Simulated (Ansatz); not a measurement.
## Relaxation path: Ta (omega type)

DFT, PBE, PAW with Ansatz's default frozen-core files, scalar-relativistic (Ansatz 0.2.0); a Γ-centred 9×9×12 k mesh, Fermi–Dirac smearing of 0.05 eV, no spin polarisation. The run relaxes shape and atoms at held volume.

Command: `ansatz run input.yaml --threads 1 --pin off --max-ram 3072MiB --backend cpu --events-out ev --progress --plain --runs-dir out` It took 9.4 s on 1 thread of Arm Neoverse V2, on a shared host, peak memory 0.32 GiB.

PAW: frozen-core files, cutoff 420 eV; forces are relaxed below 0.005 eV/Å.

Each step lists its free energy a cell above the last geometry, the pressure, the cell vectors (Å), and Cartesian positions (Å) with forces (eV/Å).

The first step:

```
step 1  dF = 179.40 meV  P = 700.0 GPa
  cell 3.7269 0.0000 0.0000  -1.8634 3.2276 0.0000  0.0000 0.0000 2.0923
  Ta 0.0000 0.0000 0.0000   0.0000 0.0000 0.0000
  Ta 0.0000 2.1517 1.0462   0.0000 0.0000 0.0000
  Ta 1.8634 1.0759 1.0462   0.0000 0.0000 0.0000
```

Spin–orbit coupling is left out, which matters for the heavy atoms.

Q: Where does the relaxation end, and by which steps?

A: After 3 geometries, with conventional a, b, c = 3.676, 3.676, 2.151 Å, at 8.389 Å³/atom and 694.8 GPa in space group P6/mmm, with a shortest distance of 2.122 Å. The further steps:
```
step 2  dF = 5.84 meV  P = 694.2 GPa
  cell 3.6671 0.0000 0.0000  -1.8335 3.1758 0.0000  0.0000 0.0000 2.1611
  Ta 0.0000 0.0000 0.0000   0.0000 0.0000 0.0000
  Ta 0.0000 2.1172 1.0805   0.0000 0.0000 0.0000
  Ta 1.8335 1.0586 1.0805   0.0000 0.0000 0.0000
step 3  dF = 0.00 meV  P = 694.8 GPa
  cell 3.6760 0.0000 0.0000  -1.8380 3.1835 0.0000  0.0000 0.0000 2.1506
  Ta 0.0000 0.0000 0.0000   0.0000 0.0000 0.0000
  Ta 0.0000 2.1224 1.0753   0.0000 0.0000 0.0000
  Ta 1.8380 1.0612 1.0753   0.0000 0.0000 0.0000
step 4  dF = -0.49 meV  P = 694.8 GPa  (same geometry on a basis chosen anew; earlier energies don't compare to the last digit)
  cell 3.6760 0.0000 0.0000  -1.8380 3.1835 0.0000  0.0000 0.0000 2.1506
  Ta 0.0000 0.0000 0.0000   0.0000 0.0000 0.0000
  Ta 0.0000 2.1224 1.0753   0.0000 0.0000 0.0000
  Ta 1.8380 1.0612 1.0753   0.0000 0.0000 0.0000
```
